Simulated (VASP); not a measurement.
# CdS (Fm-3m) in VASP: settings compared, part 3 of 3

VASP 6.6.1. Earlier steps stand in the parts before.

## 6. G0W0 quasiparticle levels, PBE

Contents of POSCAR:

```
CdS
1.0
    0.0000000000      2.7532440000      2.7532440000
    2.7532440000      0.0000000000      2.7532440000
    2.7532440000      2.7532440000      0.0000000000
Cd S
1 1
Direct
    0.0000000000      0.0000000000      0.0000000000
    0.5000000000      0.5000000000      0.5000000000
```

Contents of INCAR.step1:

```
SYSTEM = CdS
PREC = Accurate
ENCUT = 450
EDIFF = 1E-8
ISMEAR = 0
SIGMA = 0.01
LREAL = .False.
LASPH = .True.
NELM = 80
ALGO = Normal
LWAVE = .True.
LCHARG = .False.
GGA = PE
```

Contents of INCAR.step2:

```
SYSTEM = CdS
PREC = Accurate
ENCUT = 450
EDIFF = 1E-8
ISMEAR = 0
SIGMA = 0.01
LREAL = .False.
LASPH = .True.
NELM = 1
ALGO = Exact
LWAVE = .True.
LCHARG = .False.
GGA = PE
NBANDS = 175
LOPTICS = .True.
ISTART = 1
```

Contents of INCAR.step3:

```
SYSTEM = CdS
PREC = Accurate
ENCUT = 450
EDIFF = 1E-8
ISMEAR = 0
SIGMA = 0.01
LREAL = .False.
LASPH = .True.
ALGO = EVGW0
LWAVE = .False.
LCHARG = .False.
GGA = PE
NELMGW = 1
NBANDS = 175
ENCUTGW = 200
NOMEGA = 48
PRECFOCK = Fast
ISTART = 1
NBANDSGW = 17
```

Contents of KPOINTS:

```
Automatic mesh
0
Gamma
  5 5 5
  0 0 0
```

Potentials or basis: VASP PAW PBE potentials, release 64 (Cd_GW, S_GW).

The run is started by

```console
> cat potpaw_PBE.64/Cd_GW/POTCAR potpaw_PBE.64/S_GW/POTCAR > POTCAR
> cp INCAR.step1 INCAR
> mpirun -np 1 vasp_std > vasp.out
> cp INCAR.step2 INCAR
> mpirun -np 1 vasp_std > vasp.out
> cp INCAR.step3 INCAR
> mpirun -np 1 vasp_std > vasp.out
```

OUTCAR:

```text
SYSTEM = CdS
   PREC = Accurate
   ENCUT = 450
   EDIFF = 1E-8
   ISMEAR = 0
   LREAL = .False.
   LASPH = .True.
   GGA = PE
   NELMGW = 1
   ENCUTGW = 200
   PRECFOCK = Fast
   ISTART = 1

 Found     10 irreducible k-points:

 Following reciprocal coordinates:
            Coordinates               Weight
  0.000000  0.000000  0.000000      1.000000
  0.200000  0.000000  0.000000      8.000000
  0.400000  0.000000  0.000000      8.000000
  0.200000  0.200000  0.000000      6.000000
  0.400000  0.200000  0.000000     24.000000
 -0.400000  0.200000  0.000000     24.000000
   k-points           NKPTS =     10   k-points in BZ     NKDIM =    125   number of bands    NBANDS=    175
   number of dos      NEDOS =    301   number of ions     NIONS =      2
   total plane-waves  NPLWV =  21952
   dimension x,y,z NGX =    28 NGY =   28 NGZ =   28
   dimension x,y,z NGXF=    56 NGYF=   56 NGZF=   56
   ions per type =               1   1
   NGX,Y,Z   is equivalent  to a cutoff of  11.95, 11.95, 11.95 a.u.
   NGXF,Y,Z  is equivalent  to a cutoff of  23.91, 23.91, 23.91 a.u.
[... 32 lines left out ...]
  Fermi-wavevector in a.u.,A,eV,Ry     =   1.236833  2.337275 20.813583  1.529755
  Thomas-Fermi vector in A             =   2.371425
   LORBIT       =      0    0 simple, 1 ext, 2 COOP (PROOUT), +10 PAW based schemes
   GGA     = PE    functional components
   LHFCALC =     T    Hartree Fock is set to
   PRECFOCK=fast      Normal, Fast or Accurate (Low or Medium for compatibility)
   ENCUT4O =  -1.0   cutoff for four orbital integrals eV
   NKREDX  =     1    reduce k-point grid by
   NKREDY  =     1    reduce k-point grid by
   NKREDZ  =     1    reduce k-point grid by
   AEXX    =    1.0000 exact exchange contribution
   HFSCREEN=    0.0000 screening length (either q_TF or 0.3 A-1)
   HFSCREENC=   0.0000 screening length for correlation (either q_TF or 0.3 A-1)
   ENCUTFOCK=  -1.0 apply spherical cutoff to Coloumb kernel
   IVDW    =     0    specifies the selected vdW correction
   LEPSILON=     F    determine dielectric tensor
   LRPA    =     F    only Hartree local field effects (RPA)
   LRPAFORCE           =     F    calculate RPA forces
   ENCUTGW             = 200.0    cutoff for response function in eV
   ENCUTGWSOFT         = 160.0    soft cutoff for Coulomb kernel in GW response function in eV
   ENCUTLF             =  -1.0    cutoff for local field effects
   NELMGW              =     1    number of iterations in solving QP/BSE equation
   NELMHF              =     1    number of iterations in the inner HF iteration
   NKREDLFX            =     1    NKREDLFY  =   1   NKREDLFZ  =   1
 non-spin polarized calculation
 Gauss-broadening in eV      SIGMA  =   0.01
  energy-cutoff  :      450.00
  volume of cell :       41.74
 maximum number of plane-waves:       918
  NGX = 16; NGY = 16; NGZ = 16
   NGX = 13   NGY = 13   NGZ = 13
 maximum number of plane-waves:       283

 QP shifts <psi_nk| G(iteration)W_0 |psi_nk>: iteration 1
 for sc-GW calculations column KS-energies equals QP-energies in previous step
 and V_xc(KS)=  KS-energies - (<T + V_ion + V_H > + <T+V_H+V_ion>^1  + <V_x>^1)

 k-point   1 :       0.0000    0.0000    0.0000
  band No.  KS-energies  QP-energies   sigma(KS)   V_xc(KS)     V^pw_x(r,r')   Z            occupation Imag(sigma)

      1      -8.3387      -8.7792     -13.3987     -12.6978     -20.6686       0.6285       2.0000       0.9934
      2      -3.2738      -5.3194     -18.3102     -15.4229     -23.2195       0.7085       2.0000       0.1299
      3      -3.2738      -5.3194     -18.3102     -15.4229     -23.2195       0.7085       2.0000       0.1299
      4      -3.2738      -5.3194     -18.3102     -15.4229     -23.2195       0.7085       2.0000       0.1299
      5      -3.2738      -5.3194     -18.3102     -15.4229     -23.2195       0.7085       2.0000       0.1299
      6      -3.2738      -5.3194     -18.3102     -15.4229     -23.2195       0.7085       2.0000       0.1299
[... 102 lines left out ...]
      4      -3.3039      -5.2858     -17.9835     -15.1843     -22.8811       0.7080       2.0000       0.1459
      5      -3.0856      -5.1594     -18.5097     -15.5899     -23.3683       0.7103       2.0000       0.1127
      6      -3.0042      -5.0228     -18.4477     -15.6144     -23.3625       0.7125       2.0000       0.1428
[... 9 lines left out ...]
     16      17.9172      18.0465      -9.8373     -10.0063      -3.6661       0.7655       0.0000      -0.5421
     17      19.7166      19.8721     -10.2337     -10.4403      -3.7128       0.7529       0.0000      -0.6600

 [... further k-points ...]
```

OUTCAR.step1:

```text
SYSTEM = CdS
   PREC = Accurate
   ENCUT = 450
   EDIFF = 1E-8
   ISMEAR = 0
   LREAL = .False.
   LASPH = .True.
[... 206 lines left out ...]
      0.00000      0.00000      0.00000        -0.000000      0.000000     -0.000000
      2.75324      2.75324      2.75324         0.000000     -0.000000      0.000000
 -----------------------------------------------------------------------------------
    total drift:                                0.000000      0.000000      0.000000

  FREE ENERGIE OF THE ION-ELECTRON SYSTEM (eV)
  ---------------------------------------------------
  free  energy   TOTEN  =        -5.8920045359 eV

  energy  without entropy=       -5.8920045359  energy(sigma->0) =       -5.89200454
```

Wall time 5.1 min (1 thread of Intel Xeon 6975P-C (Granite Rapids), shared host); peak memory 0.67 GiB.

The run converged, but some of its settings lie outside the range that counts as converged, so its numbers aren't taken as properties of the crystal.

What came out:

```
Band gap on the k mesh, mean-field level : 0.75 eV, indirect (least direct gap 1.54 eV)
Quasiparticle gap                        : 1.37 eV
Least direct quasiparticle gap           : 2.12 eV
```

Caveat: bands, screening cutoff and mesh are small and nothing is extrapolated, so the quasiparticle values aren't converged; an odd mesh through Γ misses points on the zone boundary, where band edges often lie.

## 7. For comparison

An earlier run on the cell as given: functional PBE; potentials or basis VASP PAW PBE potentials, release 64 (Cd, S); cutoff 520 eV; k mesh 8 × 8 × 8; occupations fermi-dirac, width 0.05 eV; no spin polarisation.

- Pressure: -0.1 GPa
- Band gap on the k mesh: 0.26 eV, indirect (least direct gap 1.53 eV)
